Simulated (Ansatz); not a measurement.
# GaN: the cost of one run

Program: Ansatz 0.2.0. Level of theory: DFT PBE, scalar-relativistic, plane waves, PAW. These are calculated values, not measurements.

The COD entry's cell or inner coordinates are ideal or old and differ from later refinements, so a difference from it is no clean test against experiment.

1 further run of the same task is left out (set aside as unsound or not needed).

**1. The system as given**

The structure is hexagonal, space group P6_3mc (No. 186). The conventional cell has a = 3.180 Å, b = 3.180 Å, c = 5.166 Å, α = 90.00°, β = 90.00°, γ = 120.00°. Around Ga (site symmetry 3m) lie 4 N at 1.94 to 1.95 Å. Around N (site symmetry 3m) lie 4 Ga at 1.94 to 1.95 Å.

As a file:

```cif
data_structure
_symmetry_space_group_name_H-M 'P 1'
_symmetry_Int_Tables_number 1
_cell_length_a 3.1800
_cell_length_b 3.1800
_cell_length_c 5.1660
_cell_angle_alpha 90.000
_cell_angle_beta 90.000
_cell_angle_gamma 120.000
_cell_volume 45.24
loop_
_atom_site_label
_atom_site_type_symbol
_atom_site_fract_x
_atom_site_fract_y
_atom_site_fract_z
_atom_site_occupancy
Ga1 Ga 0.33333 0.66667 0.00000 1
Ga2 Ga 0.66667 0.33333 0.50000 1
N1 N 0.33333 0.66667 0.37500 1
N2 N 0.66667 0.33333 0.87500 1
```

Source of the structure: the Crystallography Open Database.

**6. Setting up the map**

The energy is mapped over two normal modes frozen in (zone-centre modes of the cell shown, which folds in the wave vector (0, 1/2, 0) of the primitive cell).

The axes are (1) amplitude of mode 11 (302 cm⁻¹), largest displacement: 9 values from −0.08 Å; (2) amplitude of mode 13 (501 cm⁻¹), largest displacement: 9 values from −0.098 Å.

Nothing else is relaxed (the cell and all other modes fixed). Energies count from the relaxed high-symmetry cell. Points are written as (first, second).

The patterns, per unit of each coordinate (Å):

| atom | x1 | y1 | z1 | x2 | y2 | z2 |
| --- | --- | --- | --- | --- | --- | --- |
| Ga1 | 0.000 | 0.934 | 0.358 | 0.000 | 0.000 | -0.201 |
| Ga2 | 0.000 | -0.934 | -0.358 | 0.000 | 0.000 | -0.201 |
| Ga3 | 0.000 | 0.934 | -0.358 | 0.000 | 0.000 | -0.201 |
| Ga4 | 0.000 | -0.934 | 0.358 | 0.000 | 0.000 | -0.201 |
| N5 | 0.000 | 0.158 | -0.155 | 0.000 | 0.001 | 1.000 |
| N6 | 0.000 | -0.158 | 0.155 | 0.000 | 0.001 | 1.000 |
| N7 | 0.000 | 0.158 | 0.155 | 0.000 | -0.001 | 1.000 |
| N8 | 0.000 | -0.158 | -0.155 | 0.000 | -0.001 | 1.000 |

(The set-up runs are not shown.)

**7. Grid point (−0.08 Å, −0.098 Å)**

input.yaml

```yaml
crystal:
  lattice:
    - [-3.2185392711, 0.0, 0.0]
    - [0.0, 0.0, -5.243377885]
    - [1.0e-10, -5.5746735437, 0.0]
  atoms:
    - { symbol: Ga, position: [0.5, 0.0025689419, 0.1800695595] }
    - { symbol: Ga, position: [0.0, -0.0083517708, 0.653269322] }
    - { symbol: Ga, position: [0.0, 0.4916482292, 0.346730678] }
    - { symbol: Ga, position: [0.5, 0.5025689419, 0.8199304405] }
    - { symbol: "N", position: [0.5, 0.6404571437, 0.1689494721] }
    - { symbol: "N", position: [0.0, 0.6451966026, 0.6644190255] }
    - { symbol: "N", position: [0.0, 0.1451966026, 0.3355809745] }
    - { symbol: "N", position: [0.5, 0.1404571437, 0.8310505279] }
basis:
  ecutwfc: 520.0
kpoints:
  mp_grid: { grid: [8, 6, 6] }
hamiltonian:
  xc: pbe
  pseudopotentials: { kind: paw, azcp: { folder: soft_1 } }
scf:
  occupations: { method: gaussian, width: 0.05 }
output:
  forces: true
  stress: true
  eigenvalues: true
```

On the command line:

```console
> ansatz run input.yaml --threads 4 --pin off --max-ram 8192MiB --backend cpu --events-out ev --progress --plain --runs-dir out
```

What time and memory should one allow on 4 threads of Intel Xeon Platinum 8488C (Sapphire Rapids), shared host?

About 9.5 s, with a peak of 0.68 GiB.
